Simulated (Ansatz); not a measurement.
Input and command of a plane-wave DFT calculation in Ansatz:

```yaml
crystal:
  lattice:
    - [2.9342503774, 0.0, 0.0]
    - [-1.4671251887, 2.5411353679, 0.0]
    - [0.0, 0.0, 9.59917147]
  atoms:
    - { symbol: Ag, position: [0.0, 0.0, 0.0] }
    - { symbol: Ag, position: [0.3333333333, 0.6666666667, 0.25] }
    - { symbol: Ag, position: [0.0, 0.0, 0.5] }
    - { symbol: Ag, position: [0.6666666667, 0.3333333333, 0.75] }
basis:
  ecutwfc: 420
kpoints:
  mp_grid: { grid: [18, 18, 5] }
hamiltonian:
  xc: pbe
scf:
  occupations: { method: gaussian, width: 0.1 }
output:
  forces: true
  stress: true
  eigenvalues: true
  populations: true
  write_density: true
  write_potential: true
  elf: true
  volumetric_format: npy
relax:
  adjacent_minimum: "off"
  f_tol: 0.01
  max_steps: 45
  cell: { stress_tol: 0.05 }
```

```bash
ansatz run input.yaml --threads 1 --pin off --max-ram 2560MiB --backend cpu --events-out ev --progress --plain --runs-dir out
```

Processor: Intel(R) Xeon(R) Platinum 8259CL CPU @ 2.50GHz (Skylake/Cascade Lake), 1 thread, on a host shared with other jobs.

**Question.** Estimate time, memory and problem size.

**Answer.** About 70 s on 1 thread of Intel(R) Xeon(R) Platinum 8259CL CPU @ 2.50GHz (Skylake/Cascade Lake), with other jobs on the host, peak memory 0.66 GiB. It solves 46 bands at 111 k points (the mesh reduced by the symmetry that the task leaves, which can be less than the crystal's) with about 1387 plane waves (on the last cell), in 19 SCF iterations over 4 ionic steps.
